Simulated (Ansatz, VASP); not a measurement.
Two plane-wave programs on HOs

File INCAR:

```
ALGO = Normal ; EDIFF = 1E-7
EDIFFG = -0.04 ; ENCUT = 600
GGA = PE ; IBRION = 2
ISIF = 3 ; ISMEAR = 0
LASPH = T ; LCHARG = F
LREAL = F ; LWAVE = F
NELM = 80 ; NSW = 90
PREC = Accurate ; SIGMA = 0.1
```

Contents of KPOINTS:

```
k-points
0
Gamma
  6 6 6
```

The input POSCAR:

```
HOs
1.0
    0.0000000000      2.2640679459      2.4164164432
    2.1286470594      0.0000000000      2.4164164432
    2.1286470594      2.2640679459      0.0000000000
H Os
1 1
Direct
    0.0000000000      0.0000000000      0.0000000000
    0.5000000000      0.5000000000      0.5000000000
```

Input for Ansatz:

```yaml
crystal:
  lattice:
    - [0.0, 2.2640679459, 2.4164164432]
    - [2.1286470594, 0.0, 2.4164164432]
    - [2.1286470594, 2.2640679459, 0.0]
  atoms:
    - { symbol: H, position: [0.0, 0.0, 0.0] }
    - { symbol: Os, position: [0.5, 0.5, 0.5] }
basis:
  ecutwfc: 420
kpoints:
  mp_grid: { grid: [6, 6, 6] }
hamiltonian:
  xc: pbe
scf:
  occupations: { method: gaussian, width: 0.1 }
  lower_state_search: "off"
output:
  forces: true
  stress: true
  eigenvalues: true
relax:
  adjacent_minimum: "off"
  f_tol: 0.04
  max_steps: 70
  cell: { stress_tol: 0.4 }
```

Alike in both runs: task relaxation of cell and atoms; functional PBE; k mesh 6 × 6 × 6; occupations gaussian, width 0.1 eV; no spin polarisation.

|  | VASP | Ansatz |
| --- | --- | --- |
| version | VASP 6.6.1 | Ansatz 0.2.0 |
| potentials or method | VASP PAW PBE potentials, release 64 (H, Os) | scalar-relativistic, plane waves, PAW |
| plane-wave cutoff (eV) | 600 | 420 |
| valence electrons in the cell | 9 | 17 |

|  | VASP | Ansatz | Ansatz less VASP |
| --- | --- | --- | --- |
| gap on the k mesh at the Fermi level, each at its own relaxed structure (eV) | none | none | - |
| relaxed volume (Å³/atom) | 8.29 | 8.26 | -0.029 |
| relaxed cell length with the largest relative difference (Å) | 2.865 | 2.859 | -0.0054 |
| energy change over the relaxation (meV/atom) | -745 | -751 | -5.4 |

A gap of «none» marks a metal or a gap that the smearing closes. The two sets of potentials don't hold the same shells in valence.

Caveats: the k mesh is coarse (spacing up to 0.40 Å⁻¹), so the values aren't converged; the volume moved by over 15 % at a fixed basis, so the end points are rough (VASP). Spin-orbit coupling is left out, which matters for the levels of Os.
